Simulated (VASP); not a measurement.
# KF (Carobbiite) (Fm-3m) in VASP: further runs

The runs below take KF (Carobbiite) through relaxation of cell and atoms, with PBEsol.

Program: VASP 6.6.1. These are calculated values, not measurements. Logs are shortened: lines on timing, memory, paths and dates and some standing lists are left out, and cuts for length are marked.

### Step 1. Starting point

Symmetry: Fm-3m, No. 225, cubic system. The conventional cell has a = 5.344 Å, b = 5.344 Å, c = 5.344 Å, α = 90.00°, β = 90.00°, γ = 90.00°. Around K (site symmetry m-3m) lie 6 F at 2.67 Å. F (site symmetry m-3m) is surrounded by 6 K at 2.67 Å.

### Step 2. Relaxation of cell and atoms, PBEsol

Contents of INCAR:

```
PREC = Accurate
ENCUT = 600
EDIFF = 1E-6
ISMEAR = 0
SIGMA = 0.03
LREAL = F
LASPH = T
NELM = 80
ALGO = Normal
ISIF = 3
LWAVE = F
LCHARG = F
GGA = PS
IBRION = 2
NSW = 90
EDIFFG = -0.01
```

Contents of KPOINTS:

```
regular mesh
0
Gamma
  10 10 10
```

Contents of POSCAR:

```
KF
1.0
    0.0000000000      2.6718500000      2.6718500000
    2.6718500000      0.0000000000      2.6718500000
    2.6718500000      2.6718500000      0.0000000000
K F
1 1
Direct
    0.0000000000      0.0000000000      0.0000000000
    0.5000000000      0.5000000000      0.5000000000
```

Potentials or basis: VASP PAW PBE potentials, release 64 (K_sv, F).

On the command line:

```
cat potpaw_PBE.64/K_sv/POTCAR potpaw_PBE.64/F/POTCAR > POTCAR
mpirun -np 1 vasp_std > vasp.out
```

OUTCAR:

```text
PREC = Accurate
   ENCUT = 600
   EDIFF = 1E-6
   ISMEAR = 0
   LREAL = F
   LASPH = T
   NELM = 80
   ISIF = 3
   GGA = PS
   IBRION = 2
   NSW = 90
   EDIFFG = -0.01

 ion  position               nearest neighbor table
   1  0.000  0.000  0.000-   2 2.67   2 2.67   2 2.67   2 2.67   2 2.67   2 2.67
   2  0.500  0.500  0.500-   1 2.67   1 2.67   1 2.67   1 2.67   1 2.67   1 2.67

  LATTYP: Found a face centered cubic cell.
 ALAT       =     5.3437000000

  Lattice vectors:

 A1 = (   0.0000000000,   2.6718500000,   2.6718500000)
 A2 = (   2.6718500000,   0.0000000000,   2.6718500000)
 A3 = (   2.6718500000,   2.6718500000,   0.0000000000)

Analysis of symmetry for initial positions (statically):
=====================================================================
 Subroutine PRICEL returns:
 Original cell was already a primitive cell.

 Routine SETGRP: Setting up the symmetry group for a
 face centered cubic supercell.

 Subroutine GETGRP returns: Found 48 space group operations
 (whereof 48 operations were pure point group operations)
 out of a pool of 48 trial point group operations.

The static configuration has the point symmetry O_h .

Analysis of symmetry for dynamics (positions and initial velocities):
=====================================================================
 Subroutine PRICEL returns:
 Original cell was already a primitive cell.

 Routine SETGRP: Setting up the symmetry group for a
 face centered cubic supercell.

 Subroutine GETGRP returns: Found 48 space group operations
 (whereof 48 operations were pure point group operations)
 out of a pool of 48 trial point group operations.

The dynamic configuration has the point symmetry O_h .

 Subroutine INISYM returns: Found 48 space group operations
 (whereof 48 operations are pure point group operations),
 and found     1 'primitive' translations

----------------------------------------------------------------------------------------

                                     Primitive cell

  volume of cell :      38.1475

  direct lattice vectors                    reciprocal lattice vectors
     0.000000000  2.671850000  2.671850000    -0.187136254  0.187136254  0.187136254
     2.671850000  0.000000000  2.671850000     0.187136254 -0.187136254  0.187136254
     2.671850000  2.671850000  0.000000000     0.187136254  0.187136254 -0.187136254

  length of vectors
     3.778566507  3.778566507  3.778566507     0.324129500  0.324129500  0.324129500

[... 103 lines left out ...]
  Thomas-Fermi vector in A             =   2.360480
   LORBIT       =      0    0 simple, 1 ext, 2 COOP (PROOUT), +10 PAW based schemes
   GGA     = PS    functional components
   LHFCALC =     F    Hartree Fock is set to
   AEXX    =    0.0000 exact exchange contribution
   IVDW    =     0    specifies the selected vdW correction
   LEPSILON=     F    determine dielectric tensor
   LRPA    =     F    only Hartree local field effects (RPA)
 conjugate gradient relaxation of ions
 non-spin polarized calculation
 Gauss-broadening in eV      SIGMA  =   0.03
  energy-cutoff  :      600.00
  volume of cell :       38.15
 maximum number of plane-waves:      1295
   NGX = 15   NGY = 15   NGZ = 15

--------------------------------------- Ionic step        1  -------------------------------------------

 number of electron      15.9999997 magnetization

 Free energy of the ion-electron system (eV)
  ---------------------------------------------------
  ext. energy  EPLUGINS =         0.00000000
  ---------------------------------------------------
  free energy    TOTEN  =        -8.52119321 eV

  energy without entropy =       -8.52119321  energy(sigma->0) =       -8.52119321

------------------------ aborting loop because EDIFF is reached ----------------------------------------

  FORCE on cell =-STRESS in cart. coord.  units (eV):
  Direction    XX          YY          ZZ          XY          YZ          ZX
  --------------------------------------------------------------------------------------
  -------------------------------------------------------------------------------------
  Total       -0.1464580     -0.1464580     -0.1464580      0.0000000      0.0000000     -0.0000000
  in kB       -6.1511653     -6.1511653     -6.1511653      0.0000000      0.0000000     -0.0000000
  external PRESSURE =      -6.1511653 kB  Pullay stress =       0.0000000 kB
[... 59 lines left out ...]
--------------------------------------- Ionic step        3  -------------------------------------------

 number of electron      16.0000002 magnetization

 Free energy of the ion-electron system (eV)
  ---------------------------------------------------
  ext. energy  EPLUGINS =         0.00000000
  ---------------------------------------------------
  free energy    TOTEN  =        -8.52270666 eV

  energy without entropy =       -8.52270666  energy(sigma->0) =       -8.52270666

 E-fermi :  -2.6829     XC(G=0):  -8.6956

 val. band max:       -2.8629082907   @ k =   0.0000   0.0000   0.0000
 cond. band min:       3.2587692864   @ k =   0.0000   0.0000   0.0000
 fundamental gap:      6.1216775771
 Fermi energy:        -2.6828998133

 k-point     1 :       0.0000    0.0000    0.0000
  band No.  band energies     occupation
      1     -28.7760      2.00000
      2     -21.4018      2.00000
      3     -12.0740      2.00000
      4     -12.0740      2.00000
      5     -12.0740      2.00000
      6      -2.8629      2.00000
      7      -2.8629      2.00000
      8      -2.8629      2.00000
      9       3.2588      0.00000
     10       7.8212      0.00000
     11       7.8212      0.00000
     12       7.8212      0.00000
[... 331 lines left out ...]
 k-point    24 :       0.4000    0.3000    0.0000
  band No.  band energies     occupation
      1     -28.6690      2.00000
      2     -21.4435      2.00000
      3     -12.4644      2.00000
      4     -12.2592      2.00000
      5     -12.2465      2.00000
      6      -3.2863      2.00000
      7      -2.9709      2.00000
      8      -2.9481      2.00000
      9       5.7497      0.00000
     10       6.3963      0.00000
     11       9.2631      0.00000
     12      10.2075      0.00000

 [... further k-points ...]

------------------------ aborting loop because EDIFF is reached ----------------------------------------

  FORCE on cell =-STRESS in cart. coord.  units (eV):
  Direction    XX          YY          ZZ          XY          YZ          ZX
  --------------------------------------------------------------------------------------
  -------------------------------------------------------------------------------------
  Total       -0.0155969     -0.0155969     -0.0155969     -0.0000000      0.0000000      0.0000000
  in kB       -0.6669361     -0.6669361     -0.6669361     -0.0000000      0.0000000      0.0000000
  external PRESSURE =      -0.6669361 kB  Pullay stress =       0.0000000 kB
[... 17 lines left out ...]
  FREE ENERGIE OF THE ION-ELECTRON SYSTEM (eV)
  ---------------------------------------------------
  free  energy   TOTEN  =        -8.5227066551 eV

  energy  without entropy=       -8.5227066551  energy(sigma->0) =       -8.52270666

 reached required accuracy - stopping structural energy minimisation
```

Wall time 97 s (1 thread of AMD EPYC 7R43 (Zen 3), shared host); peak memory 0.15 GiB.

Results:

```yaml
Free_energy: -8.5227 eV
Relaxed_volume: 18.73 Å³/atom
Relaxed_cell: a = 3.756 Å, b = 3.756 Å, c = 3.756 Å, α = 60.00°, β = 60.00°, γ = 60.00°
Space_group_after_relaxing_to_0.05_Å: Fm-3m (No. 225)
Energy_gained_by_relaxing: 0.8 meV/atom
Ionic_steps: 3
Pressure_after_relaxing: -0.1 GPa
Band_gap_on_the_k_mesh: 6.12 eV, direct
```

Step by step:
```tsv
step	energy change (eV)	largest force (eV/Å)	pressure (GPa)	volume (Å³)
1	0.0000	0.0000	-0.62	38.15
2	-0.0012	0.0000	-0.31	37.74
3	-0.0015	0.0000	-0.07	37.47
```

Final structure:
```xyz
2
Lattice="0.0000 2.6559 2.6559 2.6559 0.0000 2.6559 2.6559 2.6559 0.0000" Properties=species:S:1:pos:R:3 pbc="T T T"
K     0.0000    0.0000    0.0000
F     2.6559    2.6559    2.6559
```

Caveat: the PAW data sets were made with another functional, which shifts forces and pressure a little. A k mesh can miss the band edges.

### Step 3. Relaxation of cell and atoms, PBEsol

This run uses another cell than the first one, of 18.73 Å³/atom, 0.982 times its volume.

INCAR: that of step 2 with these lines changed.

```diff
@@ -2,3 +2,3 @@
 ENCUT = 600
-EDIFF = 1E-6
+EDIFF = 1E-7
 ISMEAR = 0
@@ -15,2 +15,2 @@
 NSW = 90
-EDIFFG = -0.01
+EDIFFG = -0.005
```

KPOINTS is that of step 2.

Contents of POSCAR:

```
KF                                      
1.0
    0.0000000000      2.6558979359      2.6558979359
    2.6558979359     -0.0000000000      2.6558979359
    2.6558979359      2.6558979359      0.0000000000
  K               F             
     1     1
Direct
     0.0000000000000000    0.0000000000000000    0.0000000000000000
     0.5000000000000000    0.5000000000000000    0.5000000000000000
```

Potentials or basis: VASP PAW PBE potentials, release 64 (K_sv, F).

On the command line:

```
cat potpaw_PBE.64/K_sv/POTCAR potpaw_PBE.64/F/POTCAR > POTCAR
mpirun -np 1 vasp_std > vasp.out
```

Wall time 75 s (1 thread of AMD EPYC 7R43 (Zen 3), shared host); peak memory 0.16 GiB.

The run converged. Its results:

* Free energy: -8.5217 eV
* Relaxed volume: 18.71 Å³/atom
* Relaxed cell: a = 3.755 Å, b = 3.755 Å, c = 3.755 Å, α = 60.00°, β = 60.00°, γ = 60.00°
* Space group after relaxing (to 0.05 Å): Fm-3m (No. 225)
* Energy gained by relaxing: 0.0 meV/atom
* Ionic steps: 2
* Pressure after relaxing: 0.0 GPa
* Band gap on the k mesh: 6.13 eV, direct

Final structure:
```
K F
1.0
     0.00000    2.65497    2.65497
     2.65497    0.00000    2.65497
     2.65497    2.65497    0.00000
K F
1 1
Direct
  0.00000 0.00000 0.00000
  0.50000 0.50000 0.50000
```

Levels at points of the mesh, in eV from the valence-band top:
```tsv
k point	band 5	band 6	band 7	band 8	band 9	band 10	band 11	band 12
(0.00, 0.00, 0.00)	-9.21	0.00	0.00	0.00	6.13	10.69	10.69	10.69
(0.50, 0.00, 0.00)	-9.25	-0.83	-0.37	-0.37	9.05	10.60	12.14	12.14
(0.50, 0.50, 0.00)	-9.44	-0.20	-0.05	-0.05	8.11	10.34	11.81	13.70
```

Caveat: the PAW data sets were made with another functional, which shifts forces and pressure a little.
